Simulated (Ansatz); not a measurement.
Program: Ansatz. Geometries: PBE0-D4/def2-TZVP. ΔE: electronic, gas phase. CBS: MP2 limit from def2 TZ/QZ plus the TZ coupled-cluster correction, frozen cores. Functionals use def2-TZVPP. B3LYP here is the variant with VWN-RPA as its local correlation; programs differ in this. One conformer a species, not always the lowest.

`CCCCNC(C)C` + `CCCS` → `CCCCCCCS` + `CC(C)N`  (formal exchange of groups at a C–N bond)

```tsv
level	ΔE (kcal/mol)	difference from CCSD(T)/CBS
PBE-D4	-5.4	1.8
PBE0-D4	-6.0	1.2
B3LYP-D4	-5.3	1.9
ωB97X-V	-5.9	1.3
ωB97M-V	-6.2	1.0
PBE	-5.8	1.4
PBE0	-6.4	0.8
HF/def2-TZVPP	-6.6	0.6
MP2/def2-TZVPP	-7.0	0.2
CCSD/def2-TZVPP	-6.7	0.5
CCSD(T)/def2-TZVPP	-6.5	0.7
HF/def2-QZVPP	-6.7	0.5
MP2/def2-QZVPP	-7.4	-0.2
SCS-MP2/def2-QZVPP	-7.2	0.0
HF/CBS(def2)	-6.8	0.4
CCSD/CBS(def2)	-7.4	-0.2
CCSD(T)/CBS	-7.2	0
```

Largest T1 diagnostic among the species: 0.009.

CCSD(T)/CBS has its own doubt, a few kJ/mol and more with outer-core shells, so smaller differences from it don't rank the levels.
